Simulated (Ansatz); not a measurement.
Crystal: Os.

```
CELL_PARAMETERS angstrom
0.00000 1.94500 1.94500
1.94500 0.00000 1.94500
1.94500 1.94500 0.00000
ATOMIC_POSITIONS crystal
Os 0.00000 0.00000 0.00000
```

This isn't the form of Os at room conditions, which is hcp.

* Program: Ansatz 0.2.0
* Task: relaxation of cell and atoms
* Functional: PBE
* Dispersion: D3(BJ)
* Potentials or basis: Ansatz PAW
* Cutoff: 420 eV (not typed: the program's choice for these potentials)
* k mesh: 12 × 12 × 12
* Occupations: fermi-dirac, width 0.05 eV
* Spin: no spin polarisation

At the start: volume 14.72 Å³/atom.

Q: How do energy, volume and symmetry change on relaxing?

A: It ends after 5 steps and the volume is 14.05 Å³/atom (-4.5 %); space group Fm-3m (No. 225, to 0.05 Å).

Step by step:
```tsv
step	energy change (eV)	largest force (eV/Å)	volume (Å³)
1	0.0000	0.0000	14.72
2	-0.0357	0.0000	14.18
3	-0.0372	0.0000	14.04
4	-0.0372	0.0000	14.05
5	-0.0368	0.0000	14.05
```

Final structure:
```
Os
1.0
     0.00000    1.91530    1.91530
     1.91530    0.00000    1.91530
     1.91530    1.91530    0.00000
Os
1
Cartesian
  0.0000 0.0000 0.0000
```

Caveat: the plane-wave basis is chosen anew once the cell has moved, so the energies of steps on either side of that aren't comparable; pairwise dispersion overbinds metals, which lowers pressure and volume.
